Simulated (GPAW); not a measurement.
Here is a GPAW 26.7.0 calculation.

File run.py:

```python
from ase.eos import EquationOfState
from ase.io import Trajectory, read
from ase.units import GPa
from gpaw import GPAW, PW

atoms = read('POSCAR')

traj = Trajectory('eos.traj', 'w')
volumes, energies = [], []
for x in [0.94, 0.96, 0.98, 1.0, 1.02, 1.04, 1.06]:
    a = atoms.copy()
    a.set_cell(atoms.cell * x**(1 / 3), scale_atoms=True)
    calc = GPAW(mode=PW(800),
                xc='PBE',
                kpts={'size': (10, 10, 10), 'gamma': True},
                occupations={'name': 'fermi-dirac', 'width': 0.05},
                nbands=11,
                convergence={'density': 1e-05, 'energy': 1e-05},
                maxiter=150,
                txt=f'eos-{x:.2f}.txt')
    a.calc = calc
    energies.append(a.get_potential_energy(force_consistent=True))
    volumes.append(a.get_volume())
    p = -a.get_stress()[:3].mean() / GPa
    calc.write(f'eos-{x:.2f}.gpw')
    traj.write(a)
    print(f'{x:.2f} {volumes[-1]:10.4f} A^3 {energies[-1]:14.6f} eV {p:9.3f} GPa', flush=True)

v0, e0, B = EquationOfState(volumes, energies, eos='birchmurnaghan').fit()
print(f'V0 = {v0:.4f} A^3, E0 = {e0:.6f} eV, B0 = {B / GPa:.2f} GPa')
```

The input POSCAR:

```
GaN
1.0
    0.0000000000      2.2535006075      2.2535006075
    2.2535006075      0.0000000000      2.2535006075
    2.2535006075      2.2535006075      0.0000000000
Ga N
1 1
Direct
    0.0000000000      0.0000000000      0.0000000000
    0.2500000000      0.2500000000      0.2500000000
```

Potentials or basis: GPAW PAW data sets (gpaw-data 1.2.1), pw.

Run with:

```sh
$ OMP_NUM_THREADS=1 python run.py
```

(1) Estimate the bulk modulus.

(2) Estimate the equilibrium volume.

Answers

(1) 182 GPa (rough).

(2) 12.18 Å³/atom (rough: see the caveat).

Caveat: the data sets keep Ga 3d, Li 1s and Be 1s frozen, and some such compounds lay over 1.5 % in volume off other programs; the minimum lies outside the volumes run.
